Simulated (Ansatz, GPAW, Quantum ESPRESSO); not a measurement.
**How the bulk modulus moves from PBE to LDA**

Computed bulk modulus (GPa) at each level. Moduli come from Birch-Murnaghan fits over scaled cells with fixed shape and fractions. Not every cell is the stable form of its formula. Spin polarisation and spin-orbit coupling are off unless named.

- PBE: Quantum ESPRESSO (SSSP 1.3 efficiency PBE) for GaN, Si, BN, GaP; Ansatz (all-electron LAPW, scalar-relativistic) for RuAl, PtAl2, YN; GPAW (GPAW PAW data sets (gpaw-data 1.2.1)) for KTaO3; cutoffs 748 to 952 eV for plane waves; k meshes of 343 to 2197 points
- LDA: Quantum ESPRESSO (PseudoDojo 0.4.1 SR LDA standard) for GaN, Si, BN, GaP; Ansatz (all-electron LAPW, scalar-relativistic) for RuAl, PtAl2, YN; GPAW (the program's PAW data sets (release 1.2.1) made for this functional) for KTaO3; cutoffs 435 to 1143 eV for plane waves; k meshes of 216 to 2197 points

```csv
crystal,PBE,LDA
GaN (F-43m),171.7,202.8
RuAl (Pm-3m),203.5,232.0
KTaO3 (Pm-3m),187.6,?
PtAl2 (Fm-3m),128.8,?
Si (Fd-3m),88.9,96.3
BN (F-43m),371.5,400.5
GaP (F-43m),76.8,90.1
YN (Fm-3m),159.1,?
```

Task: Estimate the LDA values left open from the trend in the other rows.

Result: The rows shown shift by +14.0 % in the median. The runs gave KTaO3 218.0; PtAl2 145.3; YN 182.2 GPa. Over all rows, from the values as printed: LDA lies above PBE in 8 of 8 crystals, with a median shift of +14.3 % (+7.8 % for BN to +18.1 % for GaN). Spin-orbit coupling, where left out, moves volumes and moduli of the heaviest elements a little. Meshes of this size aren't converged for the metals. LDA stands for any of its common fits to the electron gas. Columns can differ in potentials, cutoffs and meshes within a row, which adds scatter of its own.
